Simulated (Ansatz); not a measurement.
# SiC (F-43m): equation of state

The task here is to estimate one member of a computed series from the others.

The COD entry's cell or inner coordinates are ideal or old and differ from later refinements, so a difference from it is no clean test against experiment.

Program: Ansatz 0.2.0. Level of theory: DFT PBE, scalar-relativistic, plane waves, PAW. These are calculated values, not measurements.

2 further runs of the same task are left out: 1 that didn't finish, 1 set aside as unsound or not needed. Runs told in other sessions of the task aren't counted.

## Starting point

The structure is cubic, space group F-43m (No. 216). The conventional cell has a = 4.380 Å, b = 4.380 Å, c = 4.380 Å, α = 90.00°, β = 90.00°, γ = 90.00°. Around Si (site symmetry -43m) lie 4 C at 1.90 Å. Around C (site symmetry -43m) lie 4 Si at 1.90 Å.

Coordinates:

```xyz
2
Lattice="0.0000 2.1899 2.1899 2.1899 0.0000 2.1899 2.1899 2.1899 0.0000" Properties=species:S:1:pos:R:3 pbc="T T T"
Si    0.0000    0.0000    0.0000
C     3.2848    3.2848    3.2848
```

An earlier run at PBE left this cell at 10.501 Å³/atom and 0.00 GPa (14×14×14 mesh).

Volume factors to run: 0.980, 1.020, 0.960, 1.040.

The first run:

Input file input.yaml:

```yaml
crystal:
  lattice:
    - [0.0, 2.1751532607, 2.1751532607]
    - [2.1751532607, 0.0, 2.1751532607]
    - [2.1751532607, 2.1751532607, 0.0]
  atoms:
    - { symbol: Si, position: [0.0, 0.0, 0.0] }
    - { symbol: C, position: [0.75, 0.75, 0.75] }
basis:
  ecutwfc: 420
  ecutrho_ratio: 4
kpoints:
  mp_grid: { grid: [14, 14, 14] }
hamiltonian:
  xc: pbe
scf:
  occupations: { method: gaussian, width: 0.05 }
output:
  forces: true
  stress: true
  eigenvalues: true
```

Command:

```bash
> ansatz run input.yaml --threads 4 --pin off --max-ram 7168MiB --backend cpu --events-out ev --progress --plain --runs-dir out
```

Among the steps run: At 0.980 of the relaxed volume; Volume × 1.020; Scaling the volume by 0.960; Volume × 1.040.

One table of the session follows, with a row left open; its other results are not shown here.

It belongs to the step «The fit». 

```
volume (Å³/atom)  energy (meV/atom)  pressure (GPa)  gap (eV)
          10.081              11.93            9.41      1.34
          10.291                  ?               ?         ?
          10.501               0.00            0.00      1.37
          10.711               2.69           -4.05      1.39
          10.921              10.43           -7.72      1.41
```

Q: Estimate the row for volume (Å³/atom) = 10.291 from the others.

Worked estimate for «energy (meV/atom)». A straight line through the neighbours (10.081, 11.93) and (10.501, 0.00) gives 11.93 + (0.00 − 11.93) × (10.291 − 10.081) / (10.501 − 10.081) = 5.96; a parabola fitted to 3 rows on both sides gives 3.08.

As computed: energy (meV/atom): 2.87; pressure (GPa): 4.48; gap (eV): 1.35. In «energy (meV/atom)» the line misses by +3.09 and the parabola by +0.21.
